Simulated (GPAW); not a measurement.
# Ta (Im-3m) in GPAW: notebook

The runs below take Ta through equation of state, with PBE+D4, revTPSS, optB88-vdW.

All numbers are computed with GPAW 26.7.0; they aren't measurements. Logs are shortened: lines on timing, memory, paths and dates and some standing lists are left out, and cuts for length are marked. The log counts tension as positive stress, the text compression.

**The experiment to reproduce.**

“Pressure effects on the electronic structure and superconductivity of (TaNb)0.67(HfZrTi)0.33 high entropy alloy”, 2019, arxiv:1910.08312 quotes, for a bulk crystal of Ta: bulk modulus 194 GPa.

From “Refinement of the equation of state of tantalum”, 2004, arxiv:cond-mat/0403080, for a bulk crystal of Ta: bulk modulus 194 GPa.

The results are compared with them further down.

## 1. The structure

It takes space group Im-3m (No. 229, cubic). Conventional cell: a = 3.303 Å, b = 3.303 Å, c = 3.303 Å, α = 90.00°, β = 90.00°, γ = 90.00°. Ta (site symmetry m-3m) has 8 Ta at 2.86 Å as nearest neighbours.

## 2. Equation of state, PBE+D4

run.py

```python
from ase.calculators.mixing import SumCalculator
from ase.eos import EquationOfState
from ase.io import Trajectory, read
from ase.units import GPa
from dftd4.ase import DFTD4
from gpaw import GPAW, PW

atoms = read('Ta.xyz')

traj = Trajectory('eos.traj', 'w')
volumes, energies = [], []
for x in [0.94, 0.96, 0.98, 1.0, 1.02, 1.04, 1.06]:
    a = atoms.copy()
    a.set_cell(atoms.cell * x**(1 / 3), scale_atoms=True)
    calc = GPAW(mode=PW(600),
                xc='PBE',
                kpts={'size': (11, 11, 11), 'gamma': True},
                occupations={'name': 'fermi-dirac', 'width': 0.05},
                nbands=15,
                convergence={'density': 1e-05, 'energy': 1e-05},
                maxiter=150,
                txt=f'eos-{x:.2f}.txt')
    a.calc = SumCalculator([calc, DFTD4(method='pbe')])
    energies.append(a.get_potential_energy())
    volumes.append(a.get_volume())
    p = -a.get_stress()[:3].mean() / GPa
    calc.write(f'eos-{x:.2f}.gpw')
    traj.write(a)
    print(f'{x:.2f} {volumes[-1]:10.4f} A^3 {energies[-1]:14.6f} eV {p:9.3f} GPa', flush=True)

v0, e0, B = EquationOfState(volumes, energies, eos='birchmurnaghan').fit()
print(f'V0 = {v0:.4f} A^3, E0 = {e0:.6f} eV, B0 = {B / GPa:.2f} GPa')
```

Ta.xyz

```xyz
1
Lattice="-1.6512800000 1.6512800000 1.6512800000 1.6512800000 -1.6512800000 1.6512800000 1.6512800000 1.6512800000 -1.6512800000" Properties=species:S:1:pos:R:3 pbc="T T T"
Ta     0.0000000000      0.0000000000      0.0000000000
```

Potentials or basis: GPAW PAW data sets (gpaw-data 1.2.1), pw.

Run with:

```console
> OMP_NUM_THREADS=1 python run.py
```

Standard output:

```text
__  _  _
 | _ |_)|_||  |
 |__||  | ||/\| - 26.7.0

Input parameters:
  mode=PW(ecut=600.0),
  convergence={'density': 1e-05, 'energy': 1e-05},
  kpts=MonkhorstPack(size=(11, 11, 11), gamma=True),
  maxiter=150,
  nbands=15,
  occupations=Occupations(name='fermi-dirac', width=0.05),
  xc=XC(name='PBE')

Diagonalizing LCAO Hamiltonian
Converting LCAO to pw mode

       Ta

Atoms  # Å, Bohr magnetons
|   | symbol |        x |        y |        z |    initial magnetic moments |
|---|--------|----------|----------|----------|-----------------------------|
| 0 |     Ta | 0.000000 | 0.000000 | 0.000000 | ( 0.0000,  0.0000,  0.0000) |

Unit cell  # Å
| periodic |         x |         y |         z |  lengths |     angles |
|----------|-----------|-----------|-----------|----------|------------|
|      yes | -1.617571 |  1.617571 |  1.617571 | 2.801715 | 109.471221 |
|      yes |  1.617571 | -1.617571 |  1.617571 | 2.801715 | 109.471221 |
|      yes |  1.617571 |  1.617571 | -1.617571 | 2.801715 | 109.471221 |

Number of symmetries: 48
Symmetry operations  # r_c * U_cc + t_c -> r_c
|    | kind |            matrix            |
|----|------|------------------------------|
|  0 |  σ   |  1, 1, 1,  0, 0,-1,  0,-1, 0 |
|  1 |  C4  |  1, 1, 1,  0, 0,-1, -1, 0, 0 |
|  2 |  C2  |  1, 1, 1,  0,-1, 0,  0, 0,-1 |
|  3 |  S6  |  1, 1, 1,  0,-1, 0, -1, 0, 0 |
|  4 |  S6  |  1, 1, 1, -1, 0, 0,  0, 0,-1 |
|  5 |  C4  |  1, 1, 1, -1, 0, 0,  0,-1, 0 |
|  6 |  E   |  1, 0, 0,  0, 1, 0,  0, 0, 1 |
|  7 |  σ   |  1, 0, 0,  0, 1, 0, -1,-1,-1 |
|  8 |  σ   |  1, 0, 0,  0, 0, 1,  0, 1, 0 |
|  9 |  C3  |  1, 0, 0,  0, 0, 1, -1,-1,-1 |
| 10 |  C3  |  1, 0, 0, -1,-1,-1,  0, 1, 0 |
| 11 |  σ   |  1, 0, 0, -1,-1,-1,  0, 0, 1 |
| 12 |  σ   |  0, 1, 0,  1, 0, 0,  0, 0, 1 |
| 13 |  C2  |  0, 1, 0,  1, 0, 0, -1,-1,-1 |
| 14 |  C3  |  0, 1, 0,  0, 0, 1,  1, 0, 0 |
| 15 |  S4  |  0, 1, 0,  0, 0, 1, -1,-1,-1 |
| 16 |  S4  |  0, 1, 0, -1,-1,-1,  1, 0, 0 |
| 17 |  C3  |  0, 1, 0, -1,-1,-1,  0, 0, 1 |
| 18 |  C3  |  0, 0, 1,  1, 0, 0,  0, 1, 0 |
| 19 |  S4  |  0, 0, 1,  1, 0, 0, -1,-1,-1 |
| 20 |  σ   |  0, 0, 1,  0, 1, 0,  1, 0, 0 |
| 21 |  C3  |  0, 0, 1,  0, 1, 0, -1,-1,-1 |
| 22 |  C2  |  0, 0, 1, -1,-1,-1,  1, 0, 0 |
| 23 |  S4  |  0, 0, 1, -1,-1,-1,  0, 1, 0 |
| 24 |  C4  |  0, 0,-1,  1, 1, 1,  0,-1, 0 |
| 25 |  σ   |  0, 0,-1,  1, 1, 1, -1, 0, 0 |
| 26 |  S6  |  0, 0,-1,  0,-1, 0,  1, 1, 1 |
| 27 |  C2  |  0, 0,-1,  0,-1, 0, -1, 0, 0 |
| 28 |  C4  |  0, 0,-1, -1, 0, 0,  1, 1, 1 |
| 29 |  S6  |  0, 0,-1, -1, 0, 0,  0,-1, 0 |
| 30 |  S6  |  0,-1, 0,  1, 1, 1,  0, 0,-1 |
| 31 |  C4  |  0,-1, 0,  1, 1, 1, -1, 0, 0 |
| 32 |  C4  |  0,-1, 0,  0, 0,-1,  1, 1, 1 |
| 33 |  S6  |  0,-1, 0,  0, 0,-1, -1, 0, 0 |
| 34 |  σ   |  0,-1, 0, -1, 0, 0,  1, 1, 1 |
| 35 |  C2  |  0,-1, 0, -1, 0, 0,  0, 0,-1 |
| 36 |  C2  | -1, 0, 0,  1, 1, 1,  0, 0,-1 |
| 37 |  S6  | -1, 0, 0,  1, 1, 1,  0,-1, 0 |
| 38 |  S6  | -1, 0, 0,  0, 0,-1,  1, 1, 1 |
| 39 |  C2  | -1, 0, 0,  0, 0,-1,  0,-1, 0 |
| 40 |  C2  | -1, 0, 0,  0,-1, 0,  1, 1, 1 |
| 41 |  i   | -1, 0, 0,  0,-1, 0,  0, 0,-1 |
| 42 |  S4  | -1,-1,-1,  1, 0, 0,  0, 1, 0 |
| 43 |  C3  | -1,-1,-1,  1, 0, 0,  0, 0, 1 |
| 44 |  C3  | -1,-1,-1,  0, 1, 0,  1, 0, 0 |
| 45 |  σ   | -1,-1,-1,  0, 1, 0,  0, 0, 1 |
| 46 |  S4  | -1,-1,-1,  0, 0, 1,  1, 0, 0 |
| 47 |  C2  | -1,-1,-1,  0, 0, 1,  0, 1, 0 |

BZ-sampling:
  Number of BZ points: 1331
  Number of IBZ points: 56

  Monkhorst-Pack size: [11, 11, 11]
  Monkhorst-Pack shift: [0, 0, 0]

K-points  # in reciprocal-cell coordinates
|     |                                coordinates |     weight |
|-----|--------------------------------------------|------------|
|   0 | (  0.00000000,   0.00000000,   0.00000000) | 0.00075131 |
|   1 | (  0.09090909,   0.00000000,   0.00000000) | 0.00901578 |
|   2 | (  0.09090909,   0.09090909,  -0.09090909) | 0.00450789 |
|   3 | (  0.18181818,   0.00000000,  -0.09090909) | 0.01803156 |
|   4 | (  0.18181818,   0.00000000,   0.00000000) | 0.00901578 |
|   5 | (  0.18181818,   0.09090909,  -0.09090909) | 0.01803156 |
|   6 | (  0.18181818,   0.18181818,  -0.18181818) | 0.00450789 |
|   7 | (  0.27272727,  -0.09090909,  -0.09090909) | 0.00601052 |
|   8 | (  0.27272727,   0.00000000,  -0.09090909) | 0.03606311 |
|   9 | (  0.27272727,   0.00000000,   0.00000000) | 0.00901578 |
| ... |                                            |            |
|  55 | (  0.45454545,   0.45454545,   0.45454545) | 0.00601052 |

Plane wave coefficients: 577
Cutoff: 600.0 eV

Spin-components: 1 (collinear spins)
Bands:           15
Projectors:      6
Spin-degeneracy: 2
Datatype:        complex128

Parallelization:
  kpt:    1
  domain: 1
  band:   1

Density:
  Valence electrons: 13.0
  Components: 1
  Grid points: [16 16 16]
  Charge: 0.0  # |e|

Potential:
  Grid points: [16 16 16]

species:
  Ta:
    name:    Tantalum
    Z:       73.0
    valence: 13
    core:    60
    charge:  0.0  # [|e|]
    compensation charges:
      type: gauss
      rc: 0.42  # [Å]
      lmax: 2
    cutoffs:
      filter: 2.36  # [Å]
      core: 3.45  # [Å]
    projectors
    | kind |    occ | energy [eV] | rcut [Å] |
    |------|--------|-------------|----------|
    |   5s |  2.000 |     -72.790 |    1.365 |
    |   6s |  2.000 |      -5.429 |    1.365 |
    |   5p |  6.000 |     -39.427 |    1.349 |
    |   6p |  0.000 |      -1.396 |    1.349 |
    |   5d |  3.000 |      -3.603 |    1.307 |
    |    d |        |      23.609 |    1.307 |

    Using partial waves for Ta as LCAO basis

Reference energy: -424172.441401  # eV

eigensolver:
  PPCG
  Converge bands: occupied
  niter=2

density mixing:
  MSR1-Mixer
  Pratt-step length: 0.05
  Maximum mixing coefficient: 0.75
  Old densities: 10
  SVD Regularization: 0.005
  Good broyden scale: 1.0
  Trust region scale: 1.0
  Backstep threshold: 4.0
  History deletion threshold: 6.0
  Fourier metric: weight=20.0, sigma=0.015

occupation numbers:
  Fermi-Dirac:
    width: 0.0500  # eV

poisson solver:
  ecut: 4800.0  # eV

xc functional:
  name: PBE with 2 nearest neighbor stencil

convergence criteria:
- Maximum integral of absolute [dens]ity change: 1e-05 electrons / valence electron
- Maximum [total energy] change in last 3 cyles: 1e-05 eV / valence electron
- Maximum integral of absolute [eigenst]ate change: 4e-08 eV^2 / valence electron
maximum number of iterations: 150

SCF iterations
|iter     | |      energy | eigst |  dens |
|---------|-|-------------|-------|-------|
|iter:   1| |   -9.928175 | -0.08 |       |
|iter:   2| |   -9.905641 | -3.19 | -1.32 |
|iter:   3| |   -9.799258 | -2.13 | -1.36 |
|iter:   4| |   -9.804403 | -3.49 | -2.02 |
|iter:   5| |   -9.806045 | -4.43 | -2.40 |
|iter:   6| |   -9.806047 | -6.77 | -3.88 |
|iter:   7| |   -9.806048c| -7.70c| -4.25 |
|iter:   8| |   -9.806048c| -9.50c| -5.36c|

Converged in 8 steps
Energy contributions relative to reference atoms: (reference = -424172.441401)

Energy contributions:
  Kinetic:          15.839910
  Coulomb:         -14.967438
  Zero:             -0.253582
  External:          0.000000
  Xc:              -10.421948
  Entropy:          -0.005979
  Spinorbit:         0.000000
  ----------------------------
  Free energy:      -9.809037
  Extrapolated:     -9.806048

dipole moment: (-5.806386, -5.806386, -5.806386)  # |e|*Ang

Fermi level: 12.721
Eigenvalues  # (at kpt = [0.000, 0.000, 0.000])
| band index |      eig [eV] | occ [0-2] |
|------------|---------------|-----------|
|          0 |       -54.081 |     2.000 |
|          1 |       -20.140 |     2.000 |
|          2 |       -20.140 |     2.000 |
|          3 |       -20.140 |     2.000 |
|          4 |         4.635 |     2.000 |
|          5 |        13.459 |     0.000 |
|          6 |        13.459 |     0.000 |
|          7 |        13.459 |     0.000 |
|          8 |        16.920 |     0.000 |
|          9 |        16.920 |     0.000 |
|         10 |        27.859 |     0.000 |
|         11 |        27.859 |     0.000 |
|         12 |        27.859 |     0.000 |
|        ... |               |           |
|         14 |        39.724 |     0.000 |

No gap
No difference between direct/indirect transitions

Stress tensor  # eV/Ang^3
|         x |         y |         z |
|-----------|-----------|-----------|
| -0.109101 | -0.000000 | -0.000000 |
| -0.000000 | -0.109101 |  0.000000 |
| -0.000000 |  0.000000 | -0.109101 |

# Writing to eos-0.94.gpw (mode='')
```

Wall time 61 s (1 thread of Arm Neoverse V2, shared host); peak memory 0.18 GiB.

Results:

| Quantity | Value |
| --- | --- |
| Equilibrium volume | 18.02 Å³/atom |
| Bulk modulus | 201 GPa |
| Pressure derivative of the bulk modulus | 4.4 |

Energy against volume, from the lowest point:
```csv
volume (Å³/atom),energy (meV/atom)
16.930,46.02
17.290,19.79
17.650,4.82
18.010,0.00
18.371,4.20
18.731,16.55
19.091,36.28
```

Spin-orbit coupling is left out, which matters for the levels of Ta.

## 3. Equation of state, revTPSS

run.py: that of step 2 with these lines changed.

```diff
@@ -1,2 +1 @@
-from ase.calculators.mixing import SumCalculator
 from ase.eos import EquationOfState
@@ -4,6 +3,5 @@
 from ase.units import GPa
-from dftd4.ase import DFTD4
 from gpaw import GPAW, PW
 
-atoms = read('Ta.xyz')
+atoms = read('POSCAR')
 
@@ -15,3 +13,3 @@
     calc = GPAW(mode=PW(600),
-                xc='PBE',
+                xc='MGGA_X_REVTPSS+MGGA_C_REVTPSS',
                 kpts={'size': (11, 11, 11), 'gamma': True},
@@ -20,6 +18,7 @@
                 convergence={'density': 1e-05, 'energy': 1e-05},
+                eigensolver='davidson',
                 maxiter=150,
                 txt=f'eos-{x:.2f}.txt')
-    a.calc = SumCalculator([calc, DFTD4(method='pbe')])
-    energies.append(a.get_potential_energy())
+    a.calc = calc
+    energies.append(a.get_potential_energy(force_consistent=True))
     volumes.append(a.get_volume())
```

POSCAR

```
Ta
1.0
   -1.6512800000      1.6512800000      1.6512800000
    1.6512800000     -1.6512800000      1.6512800000
    1.6512800000      1.6512800000     -1.6512800000
Ta
1
Direct
    0.0000000000      0.0000000000      0.0000000000
```

Potentials or basis: GPAW PAW data sets (gpaw-data 1.2.1), pw.

Run with:

```console
> OMP_NUM_THREADS=1 python run.py
```

Standard output:

```text
__  _  _
 | _ |_)|_||  |
 |__||  | ||/\| - 26.7.0

Input parameters:
  mode=PW(ecut=600.0),
  convergence={'density': 1e-05, 'energy': 1e-05},
  eigensolver=Davidson(niter=2),
  kpts=MonkhorstPack(size=(11, 11, 11), gamma=True),
  maxiter=150,
  nbands=15,
  occupations=Occupations(name='fermi-dirac', width=0.05),
  xc=XC(name='MGGA_X_REVTPSS+MGGA_C_REVTPSS')

Diagonalizing LCAO Hamiltonian
Converting LCAO to pw mode

       Ta

Atoms  # Å, Bohr magnetons
|   | symbol |        x |        y |        z |    initial magnetic moments |
|---|--------|----------|----------|----------|-----------------------------|
| 0 |     Ta | 0.000000 | 0.000000 | 0.000000 | ( 0.0000,  0.0000,  0.0000) |

Unit cell  # Å
| periodic |         x |         y |         z |  lengths |     angles |
|----------|-----------|-----------|-----------|----------|------------|
|      yes | -1.628963 |  1.628963 |  1.628963 | 2.821446 | 109.471221 |
|      yes |  1.628963 | -1.628963 |  1.628963 | 2.821446 | 109.471221 |
|      yes |  1.628963 |  1.628963 | -1.628963 | 2.821446 | 109.471221 |

Number of symmetries: 48
Symmetry operations  # r_c * U_cc + t_c -> r_c
|    | kind |            matrix            |
|----|------|------------------------------|
|  0 |  σ   |  1, 1, 1,  0, 0,-1,  0,-1, 0 |
|  1 |  C4  |  1, 1, 1,  0, 0,-1, -1, 0, 0 |
|  2 |  C2  |  1, 1, 1,  0,-1, 0,  0, 0,-1 |
|  3 |  S6  |  1, 1, 1,  0,-1, 0, -1, 0, 0 |
|  4 |  S6  |  1, 1, 1, -1, 0, 0,  0, 0,-1 |
|  5 |  C4  |  1, 1, 1, -1, 0, 0,  0,-1, 0 |
|  6 |  E   |  1, 0, 0,  0, 1, 0,  0, 0, 1 |
|  7 |  σ   |  1, 0, 0,  0, 1, 0, -1,-1,-1 |
|  8 |  σ   |  1, 0, 0,  0, 0, 1,  0, 1, 0 |
[... 150 lines left out ...]
|iter:   1| |  106.862418 | +1.59 |       |
|iter:   2| |   40.281957 | +0.19 | -0.96 |
|iter:   3| |   40.133199 | -1.83 | -1.25 |
|iter:   4| |   32.612263 | -0.17 | -1.25 |
|iter:   5| |   40.197549 | -0.67 | -0.57 |
|iter:   6| |   40.240970 | -2.55 | -1.43 |
|iter:   7| |   40.277837 | -3.41 | -1.53 |
|iter:   8| |   40.312772 | -3.32 | -1.62 |
|iter:   9| |   40.322988 | -4.05 | -1.80 |
|iter:  10| |   40.326313 | -4.89 | -1.90 |
|iter:  11| |   40.332626 | -4.36 | -1.94 |
|iter:  12| |   40.343000 | -3.44 | -2.04 |
|iter:  13| |   40.343765 | -4.21 | -2.62 |
|iter:  14| |   40.343746 | -6.12 | -3.65 |
|iter:  15| |   40.343745c| -7.89c| -4.26 |
|iter:  16| |   40.343745c| -8.82c| -4.70 |
|iter:  17| |   40.343745c|-10.13c| -5.55c|

Converged in 17 steps
Energy contributions relative to reference atoms: (reference = -424172.441401)

Energy contributions:
  Kinetic:          10.315999
  Coulomb:         -10.156946
  Zero:             -0.162997
  External:          0.000000
  Xc:               40.350880
  Entropy:          -0.006381
  Spinorbit:         0.000000
  ----------------------------
  Free energy:      40.340554
  Extrapolated:     40.343745

dipole moment: (-5.849821, -5.849821, -5.849821)  # |e|*Ang

Fermi level: 12.299
Eigenvalues  # (at kpt = [0.000, 0.000, 0.000])
| band index |      eig [eV] | occ [0-2] |
|------------|---------------|-----------|
|          0 |       -54.937 |     2.000 |
|          1 |       -20.917 |     2.000 |
|          2 |       -20.917 |     2.000 |
|          3 |       -20.917 |     2.000 |
|          4 |         4.335 |     2.000 |
|          5 |        13.056 |     0.000 |
|          6 |        13.056 |     0.000 |
|          7 |        13.056 |     0.000 |
|          8 |        16.432 |     0.000 |
|          9 |        16.432 |     0.000 |
|         10 |        27.185 |     0.000 |
|         11 |        27.185 |     0.000 |
|         12 |        27.185 |     0.000 |
|        ... |               |           |
|         14 |        38.961 |     0.000 |

No gap
No difference between direct/indirect transitions

Stress tensor  # eV/Ang^3
|         x |         y |         z |
|-----------|-----------|-----------|
| -0.033522 |  0.000000 | -0.000000 |
|  0.000000 | -0.033522 | -0.000000 |
| -0.000000 | -0.000000 | -0.033522 |

# Writing to eos-0.96.gpw (mode='')
```

eos-1.00.txt:

```text
SCF iterations
|iter     | |      energy | eigst |  dens |
|---------|-|-------------|-------|-------|
|iter:   1| |  111.298524 | +1.78 |       |
|iter:   2| |   40.261348 | +0.19 | -0.91 |
|iter:   3| |   40.096315 | -1.82 | -1.22 |
|iter:   4| |   40.306964 | -1.45 | -1.22 |
|iter:   5| |   40.263972 | -2.83 | -1.69 |
[... 44 lines left out ...]
|         11 |        26.403 |     0.000 |
|         12 |        26.403 |     0.000 |
|        ... |               |           |
|         14 |        39.186 |     0.000 |

No gap
No difference between direct/indirect transitions

Stress tensor  # eV/Ang^3
|         x |         y |         z |
|-----------|-----------|-----------|
|  0.021288 | -0.000000 |  0.000000 |
| -0.000000 |  0.021288 | -0.000000 |
|  0.000000 | -0.000000 |  0.021288 |

# Writing to eos-1.00.gpw (mode='')
```

Run time: 4.7 min. Hardware: 1 thread of Arm Neoverse V2, shared host; peak memory 0.76 GiB.

Results:

* Equilibrium volume: 17.71 Å³/atom (rough: see the caveat)
* Bulk modulus: 211 GPa (rough)

Energy against volume, from the lowest point:
| volume (Å³/atom) | energy (meV/atom) |
| --- | --- |
| 16.930 | 24.59 |
| 17.290 | 6.73 |
| 17.650 | 0.00 |
| 18.010 | 3.06 |
| 18.371 | 14.94 |
| 18.731 | 34.78 |
| 19.091 | 61.82 |

Caveat: the points scatter about the fit; the PAW data sets were made with another functional, which shifts forces and pressure a little.

## 4. Equation of state, optB88-vdW

run.py: that of step 3 with these lines changed.

```diff
@@ -5,3 +5,3 @@
 
-atoms = read('POSCAR')
+atoms = read('Ta.xyz')
 
@@ -13,3 +13,3 @@
     calc = GPAW(mode=PW(600),
-                xc='MGGA_X_REVTPSS+MGGA_C_REVTPSS',
+                xc={'name': 'optB88-vdW', 'backend': 'libvdwxc'},
                 kpts={'size': (11, 11, 11), 'gamma': True},
@@ -18,4 +18,4 @@
                 convergence={'density': 1e-05, 'energy': 1e-05},
-                eigensolver='davidson',
                 maxiter=150,
+                legacy_gpaw=True,
                 txt=f'eos-{x:.2f}.txt')
@@ -24,6 +24,5 @@
     volumes.append(a.get_volume())
-    p = -a.get_stress()[:3].mean() / GPa
     calc.write(f'eos-{x:.2f}.gpw')
     traj.write(a)
-    print(f'{x:.2f} {volumes[-1]:10.4f} A^3 {energies[-1]:14.6f} eV {p:9.3f} GPa', flush=True)
+    print(f'{x:.2f} {volumes[-1]:10.4f} A^3 {energies[-1]:14.6f} eV', flush=True)
```

Ta.xyz is that of step 2.

Run with:

```console
> OMP_NUM_THREADS=1 python run.py
```

It took 53 s on 1 thread of Arm Neoverse V2, shared host; peak memory 0.17 GiB.

The run converged. Its results:

```
Equilibrium volume                      : 18.41 Å³/atom
Bulk modulus                            : 196 GPa
Pressure derivative of the bulk modulus : 4.2 (rough: it moves with the points fitted)
```

Energy against volume, from the lowest point:
```tsv
volume (Å³/atom)	energy (meV/atom)
16.930	83.72
17.290	46.20
17.650	20.27
18.010	5.31
18.371	0.00
18.731	3.38
19.091	14.60
```

Caveat: the PAW data sets were made with another functional, which shifts forces and pressure a little. The run has no spin-orbit coupling, so splittings on Ta are missing.

## 5. Overview

```tsv
level	eigensolver	older calculator (legacy_gpaw)	V0 of scaled cells (Å³/atom)	B0 (GPa)
PBE+D4	-	-	18.02	201
revTPSS	davidson	-	-	-
optB88-vdW	-	yes	18.41	196
```

Alike in all rows: task equation of state; potentials or basis GPAW PAW data sets (gpaw-data 1.2.1), pw; no spin polarisation; cell as given; k mesh 11 × 11 × 11; cutoff (eV) 600; smearing fermi-dirac 0.05 eV.

Caveats: the PAW data sets were made with another functional, which shifts forces and pressure a little (some runs); the points scatter about the fit (some runs).

Total energies depend on the potentials used, so only differences within one code and one set of settings carry meaning.

## 6. How close it comes

Step 2. Against the measured bulk modulus of Ta, 194 GPa (quoted in “Pressure effects on the electronic structure and superconductivity of (TaNb)0.67(HfZrTi)0.33 high entropy alloy”, 2019, arxiv:1910.08312), the calculated 201 GPa is off by +3.8 %. The fit is for a static lattice scaled at fixed shape and fixed fractional positions.

Step 4. Against the measured bulk modulus of Ta, 194 GPa (quoted in “Refinement of the equation of state of tantalum”, 2004, arxiv:cond-mat/0403080), the calculated 196 GPa is off by +1.2 %. The fit is for a static lattice scaled at fixed shape and fixed fractional positions.
